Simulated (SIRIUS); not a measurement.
# AlNi (Pm-3m) in SIRIUS: convergence with radial points in a sphere

Aim: find how far radial points in a sphere must go before the results for AlNi settle, at PBEsol. This setting moves, with any that are tied to it; all else stays.

Everything below comes from runs of SIRIUS 7.12.0. Logs are shortened: lines on timing, memory, paths and dates and some standing lists are left out, and cuts for length are marked. The log counts tension as positive stress, the text compression.

## (1) The crystal as given

Symmetry: Pm-3m, No. 221, cubic system. The conventional cell has a = 2.881 Å, b = 2.881 Å, c = 2.881 Å, α = 90.00°, β = 90.00°, γ = 90.00°. Ni (site symmetry m-3m) has 8 Al at 2.50 Å as nearest neighbours. Al (site symmetry m-3m) is surrounded by 8 Ni at 2.50 Å.

## (2) With radial points in a sphere 200

The input, sirius.json:

```json
{
  "control": {
    "processing_unit": "cpu",
    "std_evp_solver_name": "lapack",
    "gen_evp_solver_name": "lapack",
    "verbosity": 2,
    "print_forces": true,
    "ortho_rf": true,
    "use_second_variation": true,
    "rmt_max": 3.0,
    "num_bands_to_print": 24,
    "save_wf": true
  },
  "parameters": {
    "electronic_structure_method": "full_potential_lapwlo",
    "xc_functionals": ["XC_GGA_X_PBE_SOL", "XC_GGA_C_PBE_SOL"],
    "core_relativity": "dirac",
    "valence_relativity": "iora",
    "num_fv_states": 26,
    "smearing": "fermi_dirac",
    "smearing_width": 0.0018374661,
    "pw_cutoff": 20,
    "gk_cutoff": 3.71,
    "lmax_apw": 10,
    "lmax_rho": 8,
    "lmax_pot": 8,
    "num_mag_dims": 1,
    "auto_rmt": 0,
    "ngridk": [9, 9, 9],
    "shiftk": [0, 0, 0],
    "num_dft_iter": 80,
    "energy_tol": 1e-07,
    "density_tol": 1e-05,
    "use_symmetry": true
  },
  "settings": {"tol_ne": 1e-10},
  "iterative_solver": {"type": "exact"},
  "mixer": {"type": "anderson", "beta": 0.4, "max_history": 8},
  "unit_cell": {
    "lattice_vectors": [[5.444300965, 0.0, 0.0], [0.0, 5.444300965, 0.0], [0.0, 0.0, 5.444300965]],
    "atom_types": ["Al", "Ni"],
    "atom_files": {"Al": "Al.json", "Ni": "Ni.json"},
    "atoms": {"Al": [[0.0, 0.0, 0.0, 0.0, 0.0, 0.0]], "Ni": [[0.5, 0.5, 0.5, 0.0, 0.0, 1.0]]}
  }
}
```

The input, Al.json:

```json
{
  "name": "aluminium",
  "symbol": "Al",
  "number": 13,
  "mass": 26.9815386,
  "rmin": 1e-06,
  "rmt": 2.27,
  "nrmt": 200,
  "rinf": 20.43,
  "core": "1s",
  "valence": [
    {"basis": [{"enu": 0.11, "dme": 0, "n": 0, "auto": 0}, {"enu": 0.11, "dme": 1, "n": 0, "auto": 0}]},
    {"l": 0, "n": 1, "basis": [{"enu": 0.1673, "dme": 0, "n": 0, "auto": 0}]},
    {"l": 1, "n": 2, "basis": [{"enu": 0.21, "dme": 0, "n": 0, "auto": 0}]},
    {"l": 2, "n": 3, "basis": [{"enu": 0.21, "dme": 0, "n": 0, "auto": 0}]},
    {"l": 3, "n": 4, "basis": [{"enu": 0.21, "dme": 0, "n": 0, "auto": 0}]}
  ],
  "lo": [
    {
      "l": 0,
      "basis": [{"enu": 0.1673, "dme": 0, "n": 0, "auto": 0}, {"enu": 0.1673, "dme": 1, "n": 0, "auto": 0}]
    },
    {
      "l": 0,
      "basis": [{"enu": -3.635, "dme": 0, "n": 2, "auto": 1}, {"enu": -3.635, "dme": 1, "n": 2, "auto": 1}]
    },
    {
      "l": 0,
      "basis": [{"enu": -3.635, "dme": 1, "n": 2, "auto": 1}, {"enu": 0.1673, "dme": 0, "n": 0, "auto": 0}]
    },
    {
      "l": 0,
      "basis": [{"enu": 0.1673, "dme": 0, "n": 0, "auto": 0}, {"enu": 3.2724, "dme": 0, "n": 0, "auto": 0}]
    },
    {"l": 1, "basis": [{"enu": 0.21, "dme": 0, "n": 0, "auto": 0}, {"enu": 0.21, "dme": 1, "n": 0, "auto": 0}]},
    {
      "l": 1,
      "basis": [{"enu": -2.2497, "dme": 0, "n": 2, "auto": 1}, {"enu": -2.2497, "dme": 1, "n": 2, "auto": 1}]
    },
    {
      "l": 1,
      "basis": [{"enu": -2.2497, "dme": 1, "n": 2, "auto": 1}, {"enu": 0.21, "dme": 0, "n": 0, "auto": 0}]
    },
    {"l": 1, "basis": [{"enu": 0.21, "dme": 0, "n": 0, "auto": 0}, {"enu": 3.7808, "dme": 0, "n": 0, "auto": 0}]},
    {"l": 2, "basis": [{"enu": 0.21, "dme": 0, "n": 0, "auto": 0}, {"enu": 0.21, "dme": 1, "n": 0, "auto": 0}]},
    {"l": 2, "basis": [{"enu": 0.21, "dme": 1, "n": 0, "auto": 0}, {"enu": 0.21, "dme": 2, "n": 0, "auto": 0}]},
    {"l": 2, "basis": [{"enu": 0.21, "dme": 0, "n": 0, "auto": 0}, {"enu": 3.2374, "dme": 0, "n": 0, "auto": 0}]},
    {"l": 3, "basis": [{"enu": 0.21, "dme": 0, "n": 0, "auto": 0}, {"enu": 0.21, "dme": 1, "n": 0, "auto": 0}]}
  ],
  "free_atom": [... radial grid and density of the free atom, the start of the SCF ...]
}
```

The input, Ni.json:

```json
{
  "name": "nickel",
  "symbol": "Ni",
  "number": 28,
  "mass": 58.6934,
  "rmin": 1e-06,
  "rmt": 2.37,
  "nrmt": 200,
  "rinf": 14.89,
  "core": "1s2s2p",
  "valence": [
    {"basis": [{"enu": 0.11, "dme": 0, "n": 0, "auto": 0}, {"enu": 0.11, "dme": 1, "n": 0, "auto": 0}]},
    {"l": 0, "n": 1, "basis": [{"enu": 0.21, "dme": 0, "n": 0, "auto": 0}]},
    {"l": 1, "n": 2, "basis": [{"enu": 0.21, "dme": 0, "n": 0, "auto": 0}]},
    {"l": 2, "n": 3, "basis": [{"enu": 0.1991, "dme": 0, "n": 0, "auto": 0}]},
    {"l": 3, "n": 4, "basis": [{"enu": 0.21, "dme": 0, "n": 0, "auto": 0}]}
  ],
  "lo": [
    {"l": 0, "basis": [{"enu": 0.21, "dme": 0, "n": 0, "auto": 0}, {"enu": 0.21, "dme": 1, "n": 0, "auto": 0}]},
    {
      "l": 0,
      "basis": [{"enu": -3.6266, "dme": 0, "n": 3, "auto": 1}, {"enu": -3.6266, "dme": 1, "n": 3, "auto": 1}]
    },
    {
      "l": 0,
      "basis": [{"enu": -3.6266, "dme": 1, "n": 3, "auto": 1}, {"enu": 0.21, "dme": 0, "n": 0, "auto": 0}]
    },
    {"l": 0, "basis": [{"enu": 0.21, "dme": 0, "n": 0, "auto": 0}, {"enu": 3.0585, "dme": 0, "n": 0, "auto": 0}]},
    {"l": 1, "basis": [{"enu": 0.21, "dme": 0, "n": 0, "auto": 0}, {"enu": 0.21, "dme": 1, "n": 0, "auto": 0}]},
    {
      "l": 1,
      "basis": [{"enu": -2.1909, "dme": 0, "n": 3, "auto": 1}, {"enu": -2.1909, "dme": 1, "n": 3, "auto": 1}]
    },
    {
      "l": 1,
      "basis": [{"enu": -2.1909, "dme": 1, "n": 3, "auto": 1}, {"enu": 0.21, "dme": 0, "n": 0, "auto": 0}]
    },
    {"l": 1, "basis": [{"enu": 0.21, "dme": 0, "n": 0, "auto": 0}, {"enu": 3.4858, "dme": 0, "n": 0, "auto": 0}]},
    {
      "l": 2,
      "basis": [{"enu": 0.1991, "dme": 0, "n": 0, "auto": 0}, {"enu": 0.1991, "dme": 1, "n": 0, "auto": 0}]
    },
    {
      "l": 2,
      "basis": [{"enu": 0.1991, "dme": 1, "n": 0, "auto": 0}, {"enu": 0.1991, "dme": 2, "n": 0, "auto": 0}]
    },
    {
      "l": 2,
      "basis": [{"enu": 0.1991, "dme": 0, "n": 0, "auto": 0}, {"enu": 2.9764, "dme": 0, "n": 0, "auto": 0}]
    },
    {"l": 3, "basis": [{"enu": 0.21, "dme": 0, "n": 0, "auto": 0}, {"enu": 0.21, "dme": 1, "n": 0, "auto": 0}]},
    {"l": 3, "basis": [{"enu": 0.21, "dme": 0, "n": 0, "auto": 0}, {"enu": 3.3078, "dme": 0, "n": 0, "auto": 0}]}
  ],
  "free_atom": [... radial grid and density of the free atom, the start of the SCF ...]
}
```

The input, sirius_start.json:

```json
{
  "control": {
    "processing_unit": "cpu",
    "std_evp_solver_name": "lapack",
    "gen_evp_solver_name": "lapack",
    "verbosity": 1,
    "print_forces": false,
    "ortho_rf": true,
    "use_second_variation": true,
    "rmt_max": 3.0,
    "num_bands_to_print": 24,
    "save_wf": false
  },
  "parameters": {
    "electronic_structure_method": "full_potential_lapwlo",
    "xc_functionals": ["XC_LDA_X", "XC_LDA_C_PW"],
    "core_relativity": "dirac",
    "valence_relativity": "iora",
    "num_fv_states": 26,
    "smearing": "fermi_dirac",
    "smearing_width": 0.0055123983,
    "pw_cutoff": 20,
    "gk_cutoff": 2.97,
    "lmax_apw": 10,
    "lmax_rho": 8,
    "lmax_pot": 8,
    "num_mag_dims": 1,
    "auto_rmt": 0,
    "ngridk": [4, 4, 4],
    "shiftk": [0, 0, 0],
    "num_dft_iter": 30,
    "energy_tol": 0.01,
    "density_tol": 0.05,
    "use_symmetry": true
  },
  "settings": {"tol_ne": 1e-10},
  "iterative_solver": {"type": "exact"},
  "mixer": {"type": "anderson", "beta": 0.4, "max_history": 8},
  "unit_cell": {
    "lattice_vectors": [[5.444300965, 0.0, 0.0], [0.0, 5.444300965, 0.0], [0.0, 0.0, 5.444300965]],
    "atom_types": ["Al", "Ni"],
    "atom_files": {"Al": "Al.json", "Ni": "Ni.json"},
    "atoms": {"Al": [[0.0, 0.0, 0.0, 0.0, 0.0, 0.0]], "Ni": [[0.5, 0.5, 0.5, 0.0, 0.0, 1.0]]}
  }
}
```

Potentials or basis: all-electron FP-LAPW, apw+lo standard.

Launch:

```bash
OMP_NUM_THREADS=1 sirius.scf --input=sirius_start.json --output=start.json
OMP_NUM_THREADS=1 sirius.scf --input=sirius.json --output=output.json --task=1
```

The log of the run:

```text
[info] SIRIUS version : 7.12.0
[info] number of MPI ranks           : 1
[info] MPI grid                      : 1 1
[info] maximum number of OMP threads : 1
[fft] FFT context for density and potential
[fft] =====================================
[fft]   plane wave cutoff                     : 20
[fft]   grid size                             : 40 40 40   total : 64000
[fft]   grid limits                           : -19 20   -19 20   -19 20
[fft]   number of G-vectors within the cutoff : 21879
[fft]   number of G-shells                    : 613
[fft] FFT context for coarse grid
[fft] =====================================
[fft]   plane wave cutoff                     : 7.42
[fft]   grid size                             : 15 15 15   total : 3375
[fft]   grid limits                           : -7 7   -7 7   -7 7
[fft]   number of G-vectors within the cutoff : 1141
[fft]   number of G-shells                    : 49
[unit cell] lattice vectors
[unit cell]   a1 :       5.4443009650      0.0000000000      0.0000000000
[unit cell]   a2 :       0.0000000000      5.4443009650      0.0000000000
[unit cell]   a3 :       0.0000000000      0.0000000000      5.4443009650
[unit cell] reciprocal lattice vectors
[unit cell]   b1 :       1.1540848582      0.0000000000      0.0000000000
[unit cell]   b2 :       0.0000000000      1.1540848582      0.0000000000
[unit cell]   b3 :       0.0000000000      0.0000000000      1.1540848582
[unit cell] unit cell volume :       161.37132909 [a.u.^3]
[unit cell] 1/sqrt(omega)    :         0.07872031
[unit cell] MT volume        :       104.75802391 (64.92%)
[unit cell] IT volume        :        56.61330518 (35.08%)
[unit cell] number of atom types : 2
[unit cell] type id : 0 symbol : Al mt_radius :   2.270000 num_atoms : 1
[unit cell] type id : 1 symbol : Ni mt_radius :   2.370000 num_atoms : 1
[unit cell] total number of atoms : 2
[unit cell] number of symmetry classes : 2
[unit cell] atom id  type id  class id             position                      vector_field
[unit cell] ------------------------------------------------------------------------------------------
[unit cell]      0        0        0      0.00000   0.00000   0.00000      0.00000   0.00000   0.00000
[unit cell]      1        1        1      0.50000   0.50000   0.50000      0.00000   0.00000   1.00000
[unit cell] atom id         position (Cartesian, a.u.)
[unit cell] ---------------------------------------------
[... 379 lines left out ...]
[diagonalize]            -3.505179   -3.465539   -2.057581   -2.057429   -2.057429   -2.055060   -2.055060   -2.054911    0.136033    0.143722    0.143722    0.243694    0.243694    0.324299    0.369885    0.369885    0.432164    0.473846    0.473846    0.508562    0.607236    1.272107    1.272107    1.407218
[generate_core_charge_density] atom class : 0
[generate_core_charge_density]   n,l,k : 1 0 1  energy :         -54.91130792
[generate_core_charge_density] atom class : 1
[generate_core_charge_density]   n,l,k : 1 0 1  energy :        -300.91089991
[generate_core_charge_density]   n,l,k : 2 0 1  energy :         -35.48764887
[generate_core_charge_density]   n,l,k : 2 1 1  energy :         -30.89755550
[generate_core_charge_density]   n,l,k : 2 1 2  energy :         -30.25571307
[... 34 lines left out ...]
[find] valence_eval_sum               :     -35.87287049
[find] core_eval_sum                  :    -964.95763127
[find] kinetic energy                 :    1786.06146650
[find] enuc                           :   -2126.75218518
[find] <rho|V^{XC}>                   :    -105.40331800
[find] <rho|E^{XC}>                   :     -80.51838230
[find] <mag|B^{XC}>                   :      -0.00000000
[find] <rho|V^{H}>                    :   -2681.48865026
[find] smearing (-TS)                 :      -0.00024190
[find] SCF correction                 :       0.00000985
[find] Total energy                   :   -1761.95341626 (Ha),   -3523.90683253 (Ry)
[find] Free energy (E-TS)             :   -1761.95365817 (Ha),   -3523.90731633 (Ry)
[find] band gap (eV)                  :       0.00000000
[find] Efermi                         :       0.30743253
[find] iteration : 8, RMS (target) : 6.5869e-06 (1.0000e-05) , energy difference (target) : 1.0998e-09 (1.0000e-07)
[find] converged after 9 SCF iterations!
Warning in function "check_num_electrons" at src/density/density.cpp:1179
wrong number of electrons
  obtained value : 40.9998
  target value : 41
  difference : 0.000207976
  total core leakage : -1.09798e-12
    atom class : 0, core leakage : -1.39515e-15
    atom class : 1, core leakage : -1.09659e-12
[find] Charges and magnetic moments
[find] --------------------------------------------------------------------------------
[find] atom      charge    core leakage                 moment                |moment|
[find] --------------------------------------------------------------------------------
[find]    0   11.511972   -1.395147e-15  [  0.00000,   0.00000,   0.00000]    0.000001
[find]    1   27.459059   -1.096586e-12  [  0.00000,   0.00000,  -0.00000]    0.000001
[find] total core leakage    : -1.09798100e-12
[find] interstitial charge   : 2.028761
[find] interstitial moment   : [  0.00000,   0.00000,   0.00000], magnitude : 0.000001
[find] total charge          : 40.999792
[find] total moment          : [  0.00000,   0.00000,   0.00000], magnitude : 0.000001
[find] Energy
[find] --------------------------------------------------------------------------------
[find] valence_eval_sum               :     -35.87287049
[find] core_eval_sum                  :    -964.95763127
[find] kinetic energy                 :    1786.06146650
[find] enuc                           :   -2126.75218518
[find] <rho|V^{XC}>                   :    -105.40331800
[find] <rho|E^{XC}>                   :     -80.51838230
[find] <mag|B^{XC}>                   :      -0.00000000
[find] <rho|V^{H}>                    :   -2681.48865026
[find] smearing (-TS)                 :      -0.00024190
[find] SCF correction                 :       0.00000985
[find] Total energy                   :   -1761.95341626 (Ha),   -3523.90683253 (Ry)
[find] Free energy (E-TS)             :   -1761.95365817 (Ha),   -3523.90731633 (Ry)
[find] band gap (eV)                  :       0.00000000
[find] Efermi                         :       0.30743253
[ground_state]
[ground_state] ==== total Forces in Ha/bohr =====
[ground_state] atom:    0, force:       0.0000000      0.0000000      0.0000000
[ground_state] atom:    1, force:       0.0000000      0.0000000      0.0000000
[ground_state] ==== contribution from density =====
[ground_state] atom:    0, force:       0.0000000      0.0000000      0.0000000
[ground_state] atom:    1, force:       0.0000000      0.0000000      0.0000000
[ground_state] ==== contribution from Hartree potential =====
[ground_state] atom:    0, force:       0.0000000      0.0000000      0.0000000
[ground_state] atom:    1, force:       0.0000000      0.0000000      0.0000000
[ground_state] ==== contribution from IBS =====
[ground_state] atom:    0, force:       0.0000000      0.0000000      0.0000000
[ground_state] atom:    1, force:       0.0000000      0.0000000      0.0000000
```

Wall time 31 s (1 thread of Arm Neoverse V2, shared host); peak memory 0.37 GiB.

Results:

```
Free energy                                       : -47945.2015 eV
Band gap on the k mesh                            : none (metal or under the smearing width)
Net moment                                        : 0.00 μB per cell
All electrons inside the program's atomic spheres : Ni 27.46; Al 11.51 (radii Al 2.27, Ni 2.37 bohr)
```

## (3) With radial points in a sphere 300

sirius.json is that of step 2.

Changes to Al.json since step 2:

```diff
@@ -7,3 +7,3 @@
   "rmt": 2.27,
-  "nrmt": 200,
+  "nrmt": 300,
   "rinf": 20.43,
```

Changes to Ni.json since step 2:

```diff
@@ -7,3 +7,3 @@
   "rmt": 2.37,
-  "nrmt": 200,
+  "nrmt": 300,
   "rinf": 14.89,
```

sirius_start.json is that of step 2.

Potentials or basis: all-electron FP-LAPW, apw+lo standard.

Launch:

```bash
OMP_NUM_THREADS=1 sirius.scf --input=sirius_start.json --output=start.json
OMP_NUM_THREADS=1 sirius.scf --input=sirius.json --output=output.json --task=1
```

Wall time 34 s (1 thread of Arm Neoverse V2, shared host); peak memory 0.4 GiB.

Results:

```
Free energy                                       : -47945.1960 eV
Band gap on the k mesh                            : none (metal or under the smearing width)
Net moment                                        : 0.00 μB per cell
All electrons inside the program's atomic spheres : Ni 27.46; Al 11.51 (radii Al 2.27, Ni 2.37 bohr)
```

## (4) With radial points in a sphere 450

sirius.json is that of step 3.

Changes to Al.json since step 3:

```diff
@@ -7,3 +7,3 @@
   "rmt": 2.27,
-  "nrmt": 300,
+  "nrmt": 450,
   "rinf": 20.43,
```

Changes to Ni.json since step 3:

```diff
@@ -7,3 +7,3 @@
   "rmt": 2.37,
-  "nrmt": 300,
+  "nrmt": 450,
   "rinf": 14.89,
```

sirius_start.json is that of step 3.

Launch:

```bash
OMP_NUM_THREADS=1 sirius.scf --input=sirius_start.json --output=start.json
OMP_NUM_THREADS=1 sirius.scf --input=sirius.json --output=output.json --task=1
```

Run time: 38 s. Hardware: 1 thread of Arm Neoverse V2, shared host; peak memory 0.45 GiB.

Results:

| Quantity | Value |
| --- | --- |
| Free energy | -47945.1937 eV |
| Band gap on the k mesh | none (metal or under the smearing width) |
| Net moment | 0.00 μB per cell |
| All electrons inside the program's atomic spheres | Ni 27.46; Al 11.51 (radii Al 2.27, Ni 2.37 bohr) |

## (5) With radial points in a sphere 700

sirius.json is that of step 4.

Changes to Al.json since step 4:

```diff
@@ -7,3 +7,3 @@
   "rmt": 2.27,
-  "nrmt": 450,
+  "nrmt": 700,
   "rinf": 20.43,
```

Changes to Ni.json since step 4:

```diff
@@ -7,3 +7,3 @@
   "rmt": 2.37,
-  "nrmt": 450,
+  "nrmt": 700,
   "rinf": 14.89,
```

sirius_start.json is that of step 4.

Launch:

```bash
OMP_NUM_THREADS=1 sirius.scf --input=sirius_start.json --output=start.json
OMP_NUM_THREADS=1 sirius.scf --input=sirius.json --output=output.json --task=1
```

Run time: 43 s. Hardware: 1 thread of Arm Neoverse V2, shared host; peak memory 0.53 GiB.

What came out:

```yaml
Free_energy: -47945.1931 eV
Band_gap_on_the_k_mesh: none (metal or under the smearing width)
Net_moment: 0.00 μB per cell
All_electrons_inside_the_program's_atomic_spheres: Ni 27.46; Al 11.51 (radii Al 2.27, Ni 2.37 bohr)
```

## (6) With radial points in a sphere 1000

sirius.json is that of step 5.

Changes to Al.json since step 5:

```diff
@@ -7,3 +7,3 @@
   "rmt": 2.27,
-  "nrmt": 700,
+  "nrmt": 1000,
   "rinf": 20.43,
```

Changes to Ni.json since step 5:

```diff
@@ -7,3 +7,3 @@
   "rmt": 2.37,
-  "nrmt": 700,
+  "nrmt": 1000,
   "rinf": 14.89,
```

sirius_start.json is that of step 5.

Potentials or basis: all-electron FP-LAPW, apw+lo standard.

Launch:

```bash
OMP_NUM_THREADS=1 sirius.scf --input=sirius_start.json --output=start.json
OMP_NUM_THREADS=1 sirius.scf --input=sirius.json --output=output.json --task=1
```

Run time: 51 s. Hardware: 1 thread of Arm Neoverse V2, shared host; peak memory 0.63 GiB.

The run converged. Its results:

| Property | Result |
| --- | --- |
| Free energy | -47945.1930 eV |
| Band gap on the k mesh | none (metal or under the smearing width) |
| Net moment | 0.00 μB per cell |
| All electrons inside the program's atomic spheres | Ni 27.46; Al 11.51 (radii Al 2.27, Ni 2.37 bohr) |

## (7) With radial points in a sphere 1500

sirius.json is that of step 6.

Changes to Al.json since step 6:

```diff
@@ -7,3 +7,3 @@
   "rmt": 2.27,
-  "nrmt": 1000,
+  "nrmt": 1500,
   "rinf": 20.43,
```

Changes to Ni.json since step 6:

```diff
@@ -7,3 +7,3 @@
   "rmt": 2.37,
-  "nrmt": 1000,
+  "nrmt": 1500,
   "rinf": 14.89,
```

sirius_start.json is that of step 6.

Launch:

```bash
OMP_NUM_THREADS=1 sirius.scf --input=sirius_start.json --output=start.json
OMP_NUM_THREADS=1 sirius.scf --input=sirius.json --output=output.json --task=1
```

It took 62 s on 1 thread of Arm Neoverse V2, shared host; peak memory 0.79 GiB.

The run converged. Its results:

```
Free energy                                       : -47945.1930 eV
Band gap on the k mesh                            : none (metal or under the smearing width)
Net moment                                        : 0.00 μB per cell
All electrons inside the program's atomic spheres : Ni 27.46; Al 11.51 (radii Al 2.27, Ni 2.37 bohr)
```

[end of part 1 of 2]
